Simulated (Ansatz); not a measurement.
# SiC (P6_3mc) in Ansatz: further runs

The runs below take SiC through band structure, single point, equation of state, with SVWN5, PBE.

Everything below comes from runs of Ansatz 0.2.0. Logs are shortened: lines on timing, memory, paths and dates and some standing lists are left out, and cuts for length are marked.

### 1 The structure

It takes space group P6_3mc (No. 186, hexagonal). The conventional cell has a = 3.076 Å, b = 3.076 Å, c = 10.071 Å, α = 90.00°, β = 90.00°, γ = 120.00°. Si (site symmetry 3m) has 4 C at 1.88 to 1.89 Å as nearest neighbours. Around Si (site symmetry 3m) lie 4 C at 1.88 to 1.89 Å. Around C (site symmetry 3m) lie 4 Si at 1.88 to 1.89 Å. Around C (site symmetry 3m) lie 4 Si at 1.88 to 1.89 Å.

The cell is a database's computed one.

### 2 Band structure, SVWN5

input.yaml reads:

```yaml
crystal:
  lattice:
    - [3.0756941497, 0.0, 0.0]
    - [-1.5378470748, 2.6636292679, 0.0]
    - [0.0, 0.0, 10.07064648]
  atoms:
    - { symbol: Si, position: [0.0, 0.0, 0.18789438] }
    - { symbol: Si, position: [0.0, 0.0, 0.68789438] }
    - { symbol: Si, position: [0.3333333333, 0.6666666667, 0.43784198] }
    - { symbol: Si, position: [0.6666666667, 0.3333333333, 0.93784198] }
    - { symbol: C, position: [0.0, 0.0, 0.00046005] }
    - { symbol: C, position: [0.0, 0.0, 0.50046005] }
    - { symbol: C, position: [0.3333333333, 0.6666666667, 0.24980259] }
    - { symbol: C, position: [0.6666666667, 0.3333333333, 0.74980259] }
hamiltonian:
  xc: { exchange: slater, correlation: vwn5 }
  pseudopotentials: { kind: paw }
kpoints:
  mp_grid: { grid: [10, 10, 3] }
  band_path:
    path:
      - [[0.0, 0.0, 0.0], [0.5, 0.0, 0.0], [0.3333333333, 0.3333333333, 0.0], [0.0, 0.0, 0.0], [0.0, 0.0, 0.5], [0.5, 0.0, 0.5], [0.3333333333, 0.3333333333, 0.5], [0.0, 0.0, 0.5]]
      - [[0.5, 0.0, 0.5], [0.5, 0.0, 0.0]]
      - [[0.3333333333, 0.3333333333, 0.0], [0.3333333333, 0.3333333333, 0.5]]
    npoints: 10
scf:
  occupations: { method: fermi_dirac, width: 0.05 }
  n_extra_bands: 20
output:
  forces: true
  stress: true
  eigenvalues: true
  fatbands: false
```

Potentials or basis: Ansatz PAW.

Launch:

```console
$ ansatz run input.yaml --threads 2 --pin off --max-ram 5120MiB --backend cpu --events-out ev --progress --plain --runs-dir out
```

What it wrote:

```text
Warning: RAYON_NUM_THREADS=2 ignored (pool sized by the plan → 2); use --threads N
scf.n_extra_bands = 20 over 16 filled bands (N_el = 32.0): the run solves 36 bands
Engine: ansatz 0.2.0, aarch64-unknown-linux-gnu
Pseudopotentials: kind: paw
Pseudopotential: Si, paw, valence charge 4, recommended cutoff 420 eV (normal), Si.paw.azcp
Pseudopotential: C, paw, valence charge 4, recommended cutoff 420 eV (normal), C.paw.azcp
Functional definition: unnamed
  exchange = slater_x
  correlation = vwn5_c
Crystal: 8 atoms, lattice volume = 82.504 Å³
Basis set: ecut = 420 eV, 1605 PW (Γ)
Bands: 36, of which v1, the nominal top of the filled ones, is band 16 counted from 1 (15 counted from 0)
Symmetry: 12 space group operations
Space group: P63mc (ITA 186), of the structure as read, at distance tolerance 4.4e-5 Å
k-points: 28 of 300 (time reversal used)
Non-local potential: Si, projectors of the file, l = 0: 2, l = 1: 2, l = 2: 2
Non-local potential: C, projectors of the file, l = 0: 2, l = 1: 2, l = 2: 1
PAW form: soft (Blöchl's): semilocal exchange-correlation on the pseudo side does not see the compensation charge
PAW frozen core: Si, regenerated for the run's functional, and the local potential with it (the file was generated under x = pbe(κ = 0.804, μ = 0.2195149727645171), c = pbe(β = 0.06672455060314922))
PAW frozen core: C, regenerated for the run's functional, and the local potential with it (the file was generated under x = pbe(κ = 0.804, μ = 0.2195149727645171), c = pbe(β = 0.06672455060314922))
PAW one-centre angular grid: Si, 110 points (default); XC on 64 Gauss nodes
PAW one-centre angular grid: C, 110 points (default); XC on 64 Gauss nodes
Initial density: superposition of atomic densities (neutral atoms: chi_scale 0, normalization atom), corrected by the library's trained network
Initial wavefunctions: pseudopotential atomic-orbital guess
Functional: x = slater, c = vwn5
SCF iter   1: F=—  HF=-3409.534655 eV  |F-HF|=—  |Δ(HF+E_count)|=         —  Δρ=7.91e-3  dr2=5.48e-2  ethr=1.77e-3  ⟨swp⟩=5.1  Hψ=4797  notcnv=0  defer=181
preconditioner: auto → none  [insulator: Δε(μ)=2.105 eV  Ē_g=14.941 eV  σ=0.050 eV  W_gap=1.00  n_scr=6 (ndim 8)  ℏωp=23.1 eV  f_vac=0.000  D(μ)=0.00/eV (n_scr^D=0)  ε∞_Penn≈3.4]
SCF iter   2: F=—  HF=-3409.520966 eV  |F-HF|=—  |Δ(HF+E_count)|=   1.37e-2  Δρ=2.99e-3  dr2=6.10e-3  ethr=1.71e-4  ⟨swp⟩=1.0  Hψ=1240  notcnv=0  defer=266
SCF iter   3: F=—  HF=-3409.519113 eV  |F-HF|=—  |Δ(HF+E_count)|=   1.85e-3  Δρ=4.55e-4  dr2=1.22e-4  ethr=1.91e-5  ⟨swp⟩=2.5  Hψ=1081  notcnv=0  defer=266
SCF iter   4: F=—  HF=-3409.519089 eV  |F-HF|=—  |Δ(HF+E_count)|=   2.41e-5  Δρ=7.10e-5  dr2=1.38e-5  ethr=3.80e-7  ⟨swp⟩=2.2  Hψ=972  notcnv=0  defer=266
SCF iter   5: F=—  HF=-3409.519084 eV  |F-HF|=—  |Δ(HF+E_count)|=   4.87e-6  Δρ=2.18e-5  dr2=2.71e-7  ethr=4.32e-8  ⟨swp⟩=2.0  Hψ=905  notcnv=0  defer=266
SCF iter   6: F=-3409.519084 eV  HF=-3409.519084 eV  |F-HF|=1.37e-8  |Δ(HF+E_count)|=   1.87e-8  Δρ=4.35e-6  dr2=1.78e-8  ethr=3.13e-10  ⟨swp⟩=10.7  Hψ=5758  notcnv=0
SCF 1 converged in 6 iterations: F = -3409.519084 eV  dr2 = 1.78e-8
NSCF: frozen V_eff on 93 k-points
SCF converged after 6 iterations
Free energy (F): -3409.519084 eV
Harris-Foulkes:  -3409.519084 eV  (|F-HF|=1.37e-8)
Internal energy: -3409.519084 eV  (E = F + TS)
E sigma→0 (E₀):  -3409.519084 eV
Fermi energy:    10.442511 eV
--- Per-component energies (eV) ---
  E_band       = 108.978712
  E_kinetic    = 543.555972
  E_local      = -425.953161  (includes V_loc(G=0)·N_el)
  E_nonlocal   = 215.788482
  E_hartree    = 127.816340
  E_xc         = -419.266345
  E_vxc        = -438.049825  (∫ρ·V_xc dr)
  E_paw        = -2312.527138  (= ΣΔE_a)
  E_vpaw       = -41.997746  (= ΣTr[D̂ρ^β])
  E_aug_tail   = 0.000062  (compensation charges beyond the density's cutoff)
  E_ewald      = -1139.521310
  E_core_change = 0.588014  (= ΣΔE_core)
  E_smearing   = -0.000000  (= −TS)
  E_closure    = 0.000000  (closes the sum)
  Σ components = -3409.519084   (vs F -3409.519084, Δ=0.00e0)
--- Forces (eV/Å), atoms counted from 1 ---
  atom   1  Si    -0.00000000    -0.00000000    -0.00195332
  atom   2  Si    -0.00000000     0.00000000    -0.00195332
  atom   3  Si    -0.00000000     0.00000000     0.00391924
  atom   4  Si     0.00000000    -0.00000000     0.00391924
  atom   5  C     -0.00000000     0.00000000    -0.00227654
  atom   6  C      0.00000000    -0.00000000    -0.00227654
  atom   7  C     -0.00000000    -0.00000000     0.00027702
  atom   8  C      0.00000000     0.00000000     0.00027702
  max |Σ_I F_I| component: 6.72e-5 eV/Å
--- Stress (GPa, compression-positive) ---
       -3.935235       0.000000      -0.000000
        0.000000      -3.935235      -0.000000
       -0.000000      -0.000000      -3.986726
  P = ⅓ Tr σ = -3.9524 GPa (-39.524 kbar)
--- Band table (eV; the first three rows and the last of 28) ---
  k-point 0: bands = ["-6.0746", "-4.8887", "-4.8539", "-2.4484", "0.6996", "4.9796", "5.0175", "8.1567", "8.1567", "8.6188", "8.6188", "8.7588", "8.7588", "9.2912", "9.3446", "9.3446", "14.4114", "14.9847", "15.6178", "15.6862", "16.2322", "16.2322", "16.2660", "16.2660", "16.6550", "17.3207", "17.3207", "17.5713", "17.5713", "18.1811", "18.6967", "20.0052", "21.5048", "21.5048", "22.3369", "22.3369"]
  k-point 1: bands = ["-5.9381", "-5.5325", "-3.9915", "-3.0139", "1.4844", "3.1049", "6.9249", "8.2218", "8.2218", "8.4050", "8.4050", "8.5677", "9.0023", "9.0023", "9.2473", "9.2473", "14.5050", "14.7598", "15.9094", "16.0767", "16.2993", "16.2993", "16.3102", "16.3102", "16.6024", "17.2760", "17.2760", "17.3989", "17.4054", "17.4054", "19.2328", "19.7636", "21.9380", "21.9380", "22.5222", "22.5222"]
  k-point 2: bands = ["-5.9000", "-4.7197", "-4.6841", "-2.3002", "0.8595", "5.0330", "5.0743", "7.2199", "7.8359", "7.8645", "8.0107", "8.4232", "8.5158", "8.7202", "9.1739", "9.2671", "14.7191", "15.2988", "15.3856", "15.9149", "16.1465", "16.3029", "16.4718", "16.6803", "16.8570", "17.1227", "17.4240", "17.6110", "18.1622", "18.2723", "18.8163", "19.8365", "20.7387", "20.8040", "22.5181", "22.9808"]
  k-point 27: bands = ["-1.9110", "-1.6791", "-1.1531", "-1.0571", "1.7929", "2.0693", "2.1059", "2.6238", "3.5601", "3.7486", "4.5421", "4.8353", "5.7631", "6.6904", "6.9348", "7.2762", "12.6656", "12.8203", "14.9555", "15.7190", "15.8822", "16.7320", "17.8274", "18.0521", "19.0868", "19.2359", "19.3501", "20.0278", "20.2257", "20.2591", "20.7297", "21.1029", "21.8714", "22.2707", "22.7998", "22.8469"]
```

bands.tsv:

```text
# k_distance	band_0	band_1	band_2	band_3	band_4	band_5	band_6	band_7	band_8	band_9	band_10	band_11	band_12	band_13	band_14	band_15	band_16	band_17	band_18	band_19	band_20	band_21	band_22	band_23	band_24	band_25	band_26	band_27	band_28	band_29	band_30	band_31	band_32	band_33	band_34	band_35
[... 113 lines left out ...]
7.380450	-11.838638	-11.838638	-11.761299	-11.761299	-8.480335	-8.480335	-8.157967	-8.157967	-6.866458	-6.866458	-6.147717	-6.147717	-3.856873	-3.856873	-3.557231	-3.557231	2.058077	2.058077	5.525127	5.525127	5.527857	5.527857	7.593488	7.593488	9.055101	9.055101	9.389940	9.389940	9.608335	9.608335	10.878661	10.878661	11.400197	11.400197	11.910818	11.910818
```

Wall time 12 s (2 threads of Arm Neoverse V1, shared host); peak memory 0.38 GiB.

Results:

| Item | Value |
| --- | --- |
| Free energy | -3409.5191 eV |
| Pressure | -4.0 GPa |
| Largest force | 0.004 eV/Å |
| Band gap on the k mesh | 2.18 eV, indirect (least direct gap 3.30 eV) |
| Band gap along the path | 2.18 eV, indirect (least direct gap 3.30 eV) |

Forces on the atoms (eV/Å):
```
Si   0.000  0.000 -0.002
Si   0.000  0.000 -0.002
Si   0.000  0.000  0.004
Si   0.000  0.000  0.004
C    0.000  0.000 -0.002
C    0.000  0.000 -0.002
C    0.000  0.000  0.000
C    0.000  0.000  0.000
```

Levels at the corners of the path, in eV from the valence-band top:
| point | band 14 | band 15 | band 16 | band 17 | band 18 | band 19 |
| --- | --- | --- | --- | --- | --- | --- |
| Γ | -0.05 | 0.00 | 0.00 | 5.07 | 5.64 | 6.27 |
| M | -2.22 | -1.58 | -1.13 | 2.18 | 2.29 | 4.14 |
| K | -2.89 | -2.89 | -1.68 | 3.89 | 3.89 | 5.14 |
| Γ | -0.05 | 0.00 | 0.00 | 5.07 | 5.64 | 6.27 |
| A | -0.21 | -0.21 | -0.21 | 5.27 | 5.27 | 6.75 |
| L | -2.51 | -1.56 | -1.56 | 2.58 | 2.58 | 4.13 |
| H | -2.76 | -2.46 | -2.46 | 3.16 | 3.16 | 6.62 |
| A | -0.21 | -0.21 | -0.21 | 5.27 | 5.27 | 6.75 |
| L | -2.51 | -1.56 | -1.56 | 2.58 | 2.58 | 4.13 |
| M | -2.22 | -1.58 | -1.13 | 2.18 | 2.29 | 4.14 |
| K | -2.89 | -2.89 | -1.68 | 3.89 | 3.89 | 5.14 |
| H | -2.76 | -2.46 | -2.46 | 3.16 | 3.16 | 6.62 |

Caveat: the pressure holds a Pulay correction of +0.4 GPa for the finite cutoff; the PAW data sets come from PBE, with cores solved anew for the run's functional, which leaves a small shift of forces and pressure.

### 3 Single point, PBE, 9.69 Å³/atom (volume scaled by 0.94)

input.yaml reads:

```yaml
crystal:
  lattice:
    - [3.0129072637, 0.0, 0.0]
    - [-1.5064536318, 2.6092542296, 0.0]
    - [0.0, 0.0, 9.8650653976]
  atoms:
    - { symbol: Si, position: [0.0, 0.0, 0.18789438] }
    - { symbol: Si, position: [0.0, 0.0, 0.68789438] }
    - { symbol: Si, position: [0.3333333333, 0.6666666667, 0.43784198] }
    - { symbol: Si, position: [0.6666666667, 0.3333333333, 0.93784198] }
    - { symbol: C, position: [0.0, 0.0, 0.00046005] }
    - { symbol: C, position: [0.0, 0.0, 0.50046005] }
    - { symbol: C, position: [0.3333333333, 0.6666666667, 0.24980259] }
    - { symbol: C, position: [0.6666666667, 0.3333333333, 0.74980259] }
hamiltonian:
  xc: pbe
  pseudopotentials: { kind: nc }
kpoints:
  mp_grid: { grid: [10, 10, 3] }
scf:
  occupations: { method: fermi_dirac, width: 0.05 }
output:
  forces: true
  stress: true
  eigenvalues: true
```

Potentials or basis: Ansatz NC.

Launch:

```console
$ ansatz run input.yaml --threads 2 --pin off --max-ram 5120MiB --backend cpu --events-out ev --progress --plain --runs-dir out
```

Wall time 10 s (2 threads of Arm Neoverse V1, shared host); peak memory 0.44 GiB.

The run converged. Its results:

* Free energy: -1117.8663 eV
* Pressure: 20.0 GPa
* Largest force: 0.028 eV/Å
* Band gap on the k mesh: 2.22 eV, indirect (least direct gap 3.37 eV)

Caveat: odd divisions of the mesh miss points on the zone boundary, where band edges often lie, so the gap on the mesh can be too wide.

### 4 Single point, PBE, 9.90 Å³/atom (volume scaled by 0.96)

Changes to input.yaml since step 3:

```diff
@@ -2,5 +2,5 @@
   lattice:
-    - [3.0129072637, 0.0, 0.0]
-    - [-1.5064536318, 2.6092542296, 0.0]
-    - [0.0, 0.0, 9.8650653976]
+    - [3.0341256196, 0.0, 0.0]
+    - [-1.5170628097, 2.6276298648, 0.0]
+    - [0.0, 0.0, 9.9345399781]
   atoms:
```

Launch:

```console
$ ansatz run input.yaml --threads 2 --pin off --max-ram 5120MiB --backend cpu --events-out ev --progress --plain --runs-dir out
```

Wall time 11 s (2 threads of Arm Neoverse V1, shared host); peak memory 0.45 GiB.

It converged, with:

* Free energy: -1118.0414 eV
* Pressure: 14.1 GPa
* Largest force: 0.020 eV/Å
* Band gap on the k mesh: 2.22 eV, indirect (least direct gap 3.36 eV)

Caveat: odd divisions of the mesh miss points on the zone boundary, where band edges often lie, so the gap on the mesh can be too wide.

### 5 Single point, PBE, 10.11 Å³/atom (volume scaled by 0.98)

Changes to input.yaml since step 4:

```diff
@@ -2,5 +2,5 @@
   lattice:
-    - [3.0341256196, 0.0, 0.0]
-    - [-1.5170628097, 2.6276298648, 0.0]
-    - [0.0, 0.0, 9.9345399781]
+    - [3.0550512851, 0.0, 0.0]
+    - [-1.5275256425, 2.6457520228, 0.0]
+    - [0.0, 0.0, 10.0030562121]
   atoms:
@@ -25 +25,5 @@
   eigenvalues: true
+  write_density: true
+  write_potential: true
+  elf: true
+  volumetric_format: npy
```

Launch:

```console
$ ansatz run input.yaml --threads 2 --pin off --max-ram 5120MiB --backend cpu --events-out ev --progress --plain --runs-dir out
```

Run time: 15 s. Hardware: 2 threads of Arm Neoverse V1, shared host; peak memory 0.48 GiB.

It converged, with:

* Free energy: -1118.1595 eV
* Pressure: 8.9 GPa
* Largest force: 0.013 eV/Å
* Band gap on the k mesh: 2.22 eV, indirect (least direct gap 3.35 eV)

Caveat: odd divisions of the mesh miss points on the zone boundary, where band edges often lie, so the gap on the mesh can be too wide.

### 6 Single point, PBE, 10.31 Å³/atom

Changes to input.yaml since step 5:

```diff
@@ -2,5 +2,5 @@
   lattice:
-    - [3.0550512851, 0.0, 0.0]
-    - [-1.5275256425, 2.6457520228, 0.0]
-    - [0.0, 0.0, 10.0030562121]
+    - [3.0756941497, 0.0, 0.0]
+    - [-1.5378470748, 2.6636292679, 0.0]
+    - [0.0, 0.0, 10.07064648]
   atoms:
@@ -25,5 +25 @@
   eigenvalues: true
-  write_density: true
-  write_potential: true
-  elf: true
-  volumetric_format: npy
```

Potentials or basis: Ansatz NC.

Launch:

```console
$ ansatz run input.yaml --threads 2 --pin off --max-ram 5120MiB --backend cpu --events-out ev --progress --plain --runs-dir out
```

Wall time 11 s (2 threads of Arm Neoverse V1, shared host); peak memory 0.46 GiB.

It converged, with:

```
Free energy            : -1118.2259 eV
Pressure               : 4.1 GPa
Largest force          : 0.007 eV/Å
Band gap on the k mesh : 2.22 eV, indirect (least direct gap 3.34 eV)
```

Caveat: odd divisions of the mesh miss points on the zone boundary, where band edges often lie, so the gap on the mesh can be too wide.

### 7 Single point, PBE, 10.52 Å³/atom (volume scaled by 1.02)

Changes to input.yaml since step 6:

```diff
@@ -2,5 +2,5 @@
   lattice:
-    - [3.0756941497, 0.0, 0.0]
-    - [-1.5378470748, 2.6636292679, 0.0]
-    - [0.0, 0.0, 10.07064648]
+    - [3.0960635787, 0.0, 0.0]
+    - [-1.5480317893, 2.6812697109, 0.0]
+    - [0.0, 0.0, 10.1373414467]
   atoms:
```

Launch:

```console
$ ansatz run input.yaml --threads 2 --pin off --max-ram 5120MiB --backend cpu --events-out ev --progress --plain --runs-dir out
```

Run time: 11 s. Hardware: 2 threads of Arm Neoverse V1, shared host; peak memory 0.47 GiB.

The run converged. Its results:

```yaml
Free_energy: -1118.2452 eV
Pressure: -0.3 GPa
Largest_force: 0.004 eV/Å
Band_gap_on_the_k_mesh: 2.21 eV, indirect (least direct gap 3.33 eV)
```

Caveat: odd divisions of the mesh miss points on the zone boundary, where band edges often lie, so the gap on the mesh can be too wide.

### 8 Single point, PBE, 10.73 Å³/atom (volume scaled by 1.04)

Changes to input.yaml since step 7:

```diff
@@ -2,5 +2,5 @@
   lattice:
-    - [3.0960635787, 0.0, 0.0]
-    - [-1.5480317893, 2.6812697109, 0.0]
-    - [0.0, 0.0, 10.1373414467]
+    - [3.116168451, 0.0, 0.0]
+    - [-1.5580842255, 2.6986810411, 0.0]
+    - [0.0, 0.0, 10.2031701838]
   atoms:
@@ -25 +25,5 @@
   eigenvalues: true
+  write_density: true
+  write_potential: true
+  elf: true
+  volumetric_format: npy
```

Launch:

```console
$ ansatz run input.yaml --threads 2 --pin off --max-ram 5120MiB --backend cpu --events-out ev --progress --plain --runs-dir out
```

Wall time 16 s (2 threads of Arm Neoverse V1, shared host); peak memory 0.49 GiB.

It converged, with:

| Item | Value |
| --- | --- |
| Free energy | -1118.2219 eV |
| Pressure | -4.2 GPa |
| Largest force | 0.006 eV/Å |
| Band gap on the k mesh | 2.21 eV, indirect (least direct gap 3.32 eV) |

Caveat: odd divisions of the mesh miss points on the zone boundary, where band edges often lie, so the gap on the mesh can be too wide.

### 9 Single point, PBE, 10.93 Å³/atom (volume scaled by 1.06)

Changes to input.yaml since step 8:

```diff
@@ -2,5 +2,5 @@
   lattice:
-    - [3.116168451, 0.0, 0.0]
-    - [-1.5580842255, 2.6986810411, 0.0]
-    - [0.0, 0.0, 10.2031701838]
+    - [3.1360171929, 0.0, 0.0]
+    - [-1.5680085964, 2.7158705557, 0.0]
+    - [0.0, 0.0, 10.2681602811]
   atoms:
@@ -25,5 +25 @@
   eigenvalues: true
-  write_density: true
-  write_potential: true
-  elf: true
-  volumetric_format: npy
```

Potentials or basis: Ansatz NC.

Launch:

```console
$ ansatz run input.yaml --threads 2 --pin off --max-ram 5120MiB --backend cpu --events-out ev --progress --plain --runs-dir out
```

Wall time 12 s (2 threads of Arm Neoverse V1, shared host); peak memory 0.47 GiB.

It converged, with:

- Free energy: -1118.1599 eV
- Pressure: -7.8 GPa
- Largest force: 0.012 eV/Å
- Band gap on the k mesh: 2.20 eV, indirect (least direct gap 3.31 eV)

Caveat: odd divisions of the mesh miss points on the zone boundary, where band edges often lie, so the gap on the mesh can be too wide.

### 10 Equation of state, PBE

This step only gathers the single runs of the series.

What came out:

```
Equilibrium volume                        : 10.51 Å³/atom
Bulk modulus at fixed shape and positions : 212 GPa
Pressure derivative of the bulk modulus   : 3.9
```

Energy against volume, from the lowest point:
| volume (Å³/atom) | energy (meV/atom) |
| --- | --- |
| 9.694 | 47.37 |
| 9.900 | 25.48 |
| 10.107 | 10.71 |
| 10.313 | 2.42 |
| 10.519 | 0.00 |
| 10.726 | 2.92 |
| 10.932 | 10.67 |

Caveat: the cell was scaled at fixed shape and fractional positions, which overstates the stiffness of a crystal with free parameters, most of all of layers and chains.
